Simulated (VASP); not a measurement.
Write the native input for VASP 6.6.1 that does the following.

| Item | Value |
| --- | --- |
| Task | single point |
| Functional | PBE |
| Potentials or basis | VASP PAW PBE potentials, release 64 (W_sv, S) |
| Cutoff | 520 eV |
| k mesh | 10 × 10 × 1 |
| Occupations | fermi-dirac, width 0.05 eV |
| Spin | no spin polarisation |
| Further INCAR settings | ALGO = Normal; EDIFF = 1e-07; NBANDS = 49 |

The structure of WS2 lies in POSCAR:

```
WS2
1.0
    3.1829541699      0.0000000000      0.0000000000
   -1.5914770850      2.7565191702      0.0000000000
    0.0000000000      0.0000000000     28.5322178600
W S
3 6
Direct
    0.6666666667      0.3333333333      0.4343616800
    0.6666666667      0.3333333333      0.8855337800
    0.0000000000      0.0000000000      0.6592864300
    0.6666666667      0.3333333333      0.6046252100
    0.0000000000      0.0000000000      0.3797102500
    0.0000000000      0.0000000000      0.8308482800
    0.6666666667      0.3333333333      0.7139522100
    0.0000000000      0.0000000000      0.4890304200
    0.0000000000      0.0000000000      0.9401857300
```

These files were run (other wordings do the same):

INCAR

```
PREC = Accurate
ENCUT = 520
EDIFF = 1E-7
ISMEAR = -1
SIGMA = 0.05
LREAL = False
LASPH = True
NELM = 80
ALGO = Normal
ISIF = 2
LWAVE = False
LCHARG = True
GGA = PE
LELF = True
LVHAR = True
NBANDS = 49
```

KPOINTS

```
regular mesh
0
Gamma
  10 10 1
```

Potentials or basis: VASP PAW PBE potentials, release 64 (W_sv, S).

The run is started by

```sh
$ cat potpaw_PBE.64/W_sv/POTCAR potpaw_PBE.64/S/POTCAR > POTCAR
$ mpirun -np 1 vasp_std > vasp.out
```

Results of the run:

| Quantity | Value |
| --- | --- |
| Largest force | 0.268 eV/Å |
| Band gap on the k mesh | 1.48 eV, indirect (least direct gap 2.11 eV) |

Caveat: spin-orbit coupling is left out, which moves the levels of the heavy elements.

It took 4.5 min on 1 thread of Intel(R) Xeon(R) Platinum 8259CL CPU @ 2.50GHz (Skylake/Cascade Lake), on a shared host, peak memory 0.41 GiB.
